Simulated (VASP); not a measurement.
Level of theory: vdW-DF-cx, VASP's PBE PAW potentials (set 64) (plane waves; VASP).

A VASP calculation is set up with these files.

**POSCAR**
```
ZrO2
1
    0.0000000000     2.5893815397     2.5893815397
    2.5893815397     0.0000000000     2.5893815397
    2.5893815397     2.5893815397     0.0000000000
Zr O
1 2
Direct
  0.0000000000   0.0000000000   0.0000000000
  0.2500000000   0.2500000000   0.2500000000
  0.7500000000   0.7500000000   0.7500000000
```

File KPOINTS:
```
Automatic mesh
0
Gamma
8 8 8
0 0 0
```

**INCAR**
```
ISMEAR=0   # Gaussian
ENCUT=520   # plane-wave cut-off (eV)
PREC=Accurate
LUSE_VDW=T
NELM=100
SIGMA=0.05   # width (eV)
ISIF=2   # forces and stress, cell fixed
LMAXMIX=4   # l cut-off of mixed one-centre charges
AGGAC=0.0
LREAL=F   # projection in real space or not
LASPH=T
ALGO=Normal   # blocked Davidson
LCHARG=F
EDIFF=1E-7   # SCF stop (eV)
SYSTEM=ZrO2
LWAVE=F
GGA=CX
```

POTCAR, in this order: Zr_sv O (PBE.64 set). Program: vasp_std.

Output of the run:

OSZICAR:
```
       N       E                     dE             d eps       ncg     rms          rms(c)
DAV:   1     0.195985264124E+03    0.19599E+03   -0.14732E+04   928   0.153E+03
DAV:   2    -0.216550500362E+02   -0.21764E+03   -0.21272E+03  1240   0.382E+02
DAV:   3    -0.293261583284E+02   -0.76711E+01   -0.76644E+01  1384   0.743E+01
DAV:   4    -0.295177713466E+02   -0.19161E+00   -0.19159E+00  1296   0.854E+00
DAV:   5    -0.295199495670E+02   -0.21782E-02   -0.21782E-02  1240   0.840E-01    0.225E+01
DAV:   6    -0.234301125593E+02    0.60898E+01   -0.36280E+01  1032   0.450E+01    0.908E+00
DAV:   7    -0.233272220389E+02    0.10289E+00   -0.15155E+00  1232   0.101E+01    0.555E+00
DAV:   8    -0.232838105797E+02    0.43411E-01   -0.20939E-01  1216   0.455E+00    0.502E-01
DAV:   9    -0.232851678846E+02   -0.13573E-02   -0.12642E-02  1296   0.893E-01    0.347E-01
DAV:  10    -0.232862966710E+02   -0.11288E-02   -0.39581E-03  1064   0.673E-01    0.115E-01
DAV:  11    -0.232863307035E+02   -0.34032E-04   -0.12026E-03  1200   0.293E-01    0.118E-01
DAV:  12    -0.232862810348E+02    0.49669E-04   -0.27945E-04  1096   0.129E-01    0.361E-03
DAV:  13    -0.232862820299E+02   -0.99507E-06   -0.53552E-06  1104   0.197E-02    0.546E-03
DAV:  14    -0.232862824538E+02   -0.42391E-06   -0.13570E-06  1080   0.926E-03    0.371E-03
DAV:  15    -0.232862823518E+02    0.10203E-06   -0.24811E-07   992   0.424E-03    0.479E-04
DAV:  16    -0.232862823413E+02    0.10447E-07   -0.12483E-08   616   0.103E-03
   1 F= -.23286282E+02 E0= -.23286282E+02  d E =-.454093E-26
```

OUTCAR:
```
------------------------ aborting loop because EDIFF is reached ----------------------------------------
  FORCE on cell =-STRESS in cart. coord.  units (eV):
  Direction    XX          YY          ZZ          XY          YZ          ZX
  --------------------------------------------------------------------------------------
  Total       -2.8095490     -2.8095490     -2.8095490      0.0000000      0.0000000     -0.0000000
  in kB     -129.6370263   -129.6370263   -129.6370263      0.0000000      0.0000000     -0.0000000
  external PRESSURE =    -129.6370263 kB  Pullay stress =       0.0000000 kB
  volume of cell :       34.72
      direct lattice vectors                 reciprocal lattice vectors
     0.000000000  2.589381540  2.589381540    -0.193096302  0.193096302  0.193096302
     2.589381540  0.000000000  2.589381540     0.193096302 -0.193096302  0.193096302
     2.589381540  2.589381540  0.000000000     0.193096302  0.193096302 -0.193096302
 POSITION                                       TOTAL-FORCE (eV/Angst)
 -----------------------------------------------------------------------------------
      0.00000      0.00000      0.00000        -0.000000     -0.000000      0.000000
      1.29469      1.29469      1.29469        -0.000000     -0.000000     -0.000000
      3.88407      3.88407      3.88407         0.000000      0.000000      0.000000
 -----------------------------------------------------------------------------------
    total drift:                                0.000000      0.000000      0.000000
  FREE ENERGIE OF THE ION-ELECTRON SYSTEM (eV)
  ---------------------------------------------------
  free  energy   TOTEN  =       -23.2862823413 eV

  energy  without entropy=      -23.2862823413  energy(sigma->0) =      -23.28628234
```
(Selected blocks of OUTCAR.)

**OUTCAR**
```
 val. band max:        6.5271706884   @ k =   0.5000   0.5000   0.0000

 cond. band min:       9.7176334554   @ k =   0.0000   0.0000   0.0000


 Fermi energy:         6.8875484635

 k-point     1 :       0.0000    0.0000    0.0000
  band No.  band energies     occupation
      1     -41.7266      2.00000
      2     -19.5709      2.00000
      3     -19.5709      2.00000
      4     -19.5709      2.00000
      5     -11.3491      2.00000
      6      -8.9490      2.00000
      7       1.5775      2.00000
      8       1.5775      2.00000
      9       1.5775      2.00000
     10       6.0060      2.00000
     11       6.0060      2.00000
     12       6.0060      2.00000
     13       9.7176      0.00000
     14       9.7176      0.00000
     15      12.6354      0.00000
     16      15.3016      0.00000

 k-point     2 :       0.1250    0.0000    0.0000
  band No.  band energies     occupation
      1     -41.7214      2.00000
      2     -19.6572      2.00000
      3     -19.5792      2.00000
      4     -19.5792      2.00000
      5     -11.1608      2.00000
      6      -9.0886      2.00000
      7       1.7184      2.00000
      8       1.7184      2.00000
      9       1.9593      2.00000
     10       5.6399      2.00000
     11       5.7430      2.00000
     12       5.7430      2.00000
     13       9.9769      0.00000
     14       9.9769      0.00000
     15      13.1090      0.00000
     16      14.8265      0.00000

 k-point     3 :       0.2500    0.0000    0.0000
  band No.  band energies     occupation
      1     -41.7088      2.00000
      2     -19.8546      2.00000
      3     -19.5992      2.00000
      4     -19.5992      2.00000
      5     -10.7407      2.00000
      6      -9.3570      2.00000
      7       2.0657      2.00000
      8       2.0657      2.00000
      9       2.8649      2.00000
     10       4.9176      2.00000
     11       5.2741      2.00000
     12       5.2741      2.00000
     13      10.3484      0.00000
...
```

The compound is ZrO2 in the fluorite structure, the high-temperature cubic form, which is unstable at 0 K; the monoclinic form is the stable one. This cell is one point of a volume scan, at 1.06 of the reference volume.
